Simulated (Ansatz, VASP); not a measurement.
# Two plane-wave programs on Ta

```
CELL_PARAMETERS angstrom
-1.64023 1.64023 1.47621
1.64023 -1.64023 1.47621
1.64023 1.64023 -1.47621
ATOMIC_POSITIONS crystal
Ta 0.00000 0.00000 0.00000
```

Change from the starting cell: normal strain along x +0.0000, normal strain along z -0.1000.

Alike in both runs: task single point; functional PBEsol; k mesh 20 × 20 × 20; occupations gaussian, width 0.15 eV; no spin polarisation.

```csv
,VASP,Ansatz
version,VASP 6.6.1,Ansatz 0.2.0
potentials or method,"VASP PAW PBE potentials, release 64 (Ta_pv)","scalar-relativistic, plane waves, PAW"
plane-wave cutoff (eV),520,420
valence electrons in the cell,11,13
```

VASP gave:

```
gap on the k mesh at the Fermi level (eV)       : none
pressure (GPa)                                  : 28.1
largest component of the traceless stress (GPa) : 8.70
```

**Question.** Which values does Ansatz return?

**Answer.** gap on the k mesh at the Fermi level (eV): none; pressure (GPa): 27.6; largest component of the traceless stress (GPa): 8.66.

A gap of «none» marks a metal or a gap that the smearing closes. With one functional, cell and mesh, what is left measures potentials, basis and numerics. The two sets of potentials don't hold the same shells in valence. Ansatz warned: «pseudo_functional_mismatch».

Caveats: so large a pressure means that the cell lies far from this level's equilibrium, or that cutoff or potentials fall short (VASP); the potentials were made for another functional, which shifts forces and pressure (VASP). The runs have no spin-orbit coupling, so splittings on Ta are missing.
